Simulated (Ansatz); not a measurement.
Relaxed structure of (CH3)2NH on the (100) surface of Pb, one molecule per 49.2 Å² (the molecule's atoms stand last):

```
CELL_PARAMETERS angstrom
7.01418 0.00000 0.00000
0.00000 7.01418 0.00000
0.00000 0.00000 24.52627
ATOMIC_POSITIONS crystal
Pb 0.25000 0.25000 0.32618
Pb 0.25000 0.75000 0.32618
Pb 0.75000 0.25000 0.32618
Pb 0.75000 0.75000 0.32618
Pb 0.50599 0.50463 0.43544
Pb 0.50184 0.99638 0.42146
Pb 0.00631 0.49496 0.43079
Pb 0.99499 0.99747 0.43526
Pb 0.68213 0.81850 0.54171
Pb 0.78657 0.27865 0.54042
Pb 0.21762 0.72098 0.53897
Pb 0.31879 0.18819 0.53686
C 0.21940 0.06567 0.67357
N 0.24889 0.24563 0.64470
C 0.39113 0.36925 0.67018
H 0.18243 0.08643 0.71699
H 0.35073 0.98030 0.67124
H 0.10503 0.98480 0.65349
H 0.12201 0.31661 0.64021
H 0.35898 0.39933 0.71346
H 0.39935 0.50439 0.64759
H 0.53172 0.30017 0.66769
```

All numbers below come from DFT PBE+D3(BJ), scalar-relativistic, plane waves, PAW in Ansatz. Cutoff 420 eV; k points 3×3×1 on the computed 22-atom cell (Γ-centred); Gaussian smearing, width 0.10 eV; no spin polarisation. The cell repeats along c with a dipole correction in the vacuum.

The slab and the molecular layer are also computed alone at these places.

**Question.** How does the adsorption energy per molecule split into interaction and deformation?

**Answer.** E_ads = -0.703 eV: interaction of the rigid parts -0.623 eV, deformation of the slab -0.073 eV, deformation of the molecule with its lateral interactions -0.007 eV.

**Question.** How much charge moves across the plane at z = 14.49 Å, midway between slab and molecule?

**Answer.** About 0.02 electrons a cell move down to the slab; half the integral of |Δρ| is 0.42 e.

An atom lies near a switch of its D3 coefficient C6 between reference coordination numbers, so the dispersion energy changes steeply there and can make or shift the minimum.